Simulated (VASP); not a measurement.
CaO, 4 atoms in the cell. It takes space group P6_3/mmc (No. 194, hexagonal). The conventional cell has a = 4.092 Å, b = 4.092 Å, c = 4.546 Å, α = 90.00°, β = 90.00°, γ = 120.00°. Ca (site symmetry -6m2) is surrounded by 5 O at 2.27 to 2.36 Å. O (site symmetry -6m2) is surrounded by 5 Ca at 2.27 to 2.36 Å. The cell comes from a database or a generator and needn't be the stable form of this composition. The cell isn't the ideal one: strain +0.025 along x and y, -0.050 along z, atoms carried along.

```yaml
Program: VASP 6.6.1
Task: single point
Functional: LDA
Potentials_or_basis: VASP PAW LDA potentials, release 64 (Ca_sv, O)
Cutoff: 520 eV
k_mesh: 9 × 9 × 6
Occupations: gaussian, width 0.05 eV
Spin: no spin polarisation
Dipole_correction: no
Further_INCAR_settings: ALGO = Normal; EDIFF = 1e-07; NBANDS = 24
```

Potentials or basis: VASP PAW LDA potentials, release 64 (Ca_sv, O).

The run is started by

```bash
$ cat potpaw_LDA.64/Ca_sv/POTCAR potpaw_LDA.64/O/POTCAR > POTCAR
$ mpirun -np 1 vasp_std > vasp.out
```

Hardware: 1 thread of Intel(R) Xeon(R) Platinum 8259CL CPU @ 2.50GHz (Skylake/Cascade Lake) (shared host).

Question: Estimate the wall time of this run.

Answer: It took 61 s on 1 thread of Intel(R) Xeon(R) Platinum 8259CL CPU @ 2.50GHz (Skylake/Cascade Lake), on a shared host, peak memory 0.19 GiB. Counts: scf iterations 15, k points 48.
